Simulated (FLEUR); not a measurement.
Runs of FLEUR MaX-R8.1 (later development tree) on MgS. Symmetry: F-43m, No. 216, cubic system. Conventional cell: a = 5.666 Å, b = 5.666 Å, c = 5.666 Å, α = 90.00°, β = 90.00°, γ = 90.00°. S (site symmetry -43m) has 4 Mg at 2.45 Å as nearest neighbours. Mg (site symmetry -43m) has 4 S at 2.45 Å as nearest neighbours. The cell comes from a database or a generator and needn't be the stable form of this composition.

| task | level | gmax | muffin-tin radii | max iterations | mixing factor | mixer | kmax | gap on the mesh (eV) | V0 of scaled cells (Å³/atom) | B0 (GPa) |
| --- | --- | --- | --- | --- | --- | --- | --- | --- | --- | --- |
| equation of state | r2SCAN | 14.6 1/bohr | S 2.08, Mg 2.08 bohr | - | - | - | 4.71 1/bohr | - | 22.71 | 60 |
| band structure | r2SCAN | 14.1 1/bohr | S 2.15, Mg 2.15 bohr | 80 | 0.05 | Anderson | 4.56 1/bohr | (a) | - | - |
| band structure | LDA | 14.1 1/bohr | S 2.15, Mg 2.15 bohr | 60 | 0.05 | Anderson | 4.56 1/bohr | 3.18 | - | - |
| equation of state | LDA | 14.6 1/bohr | S 2.08, Mg 2.08 bohr | - | - | - | 4.71 1/bohr | - | 21.88 | (b) |

Alike in all rows: potentials or basis all-electron, FLAPW; no spin polarisation; cell as given; k mesh 8 × 8 × 8; smearing fermi-dirac 0.05 eV.

Q: Fill in the values left out.

A: (a) 4.13; (b) 62.

Caveats: the meta-GGA is that of a development version, with a GGA for the radial functions and cores and without core tails (some runs).

A k mesh can miss the band edges.

Not every run made on this cell is shown here.
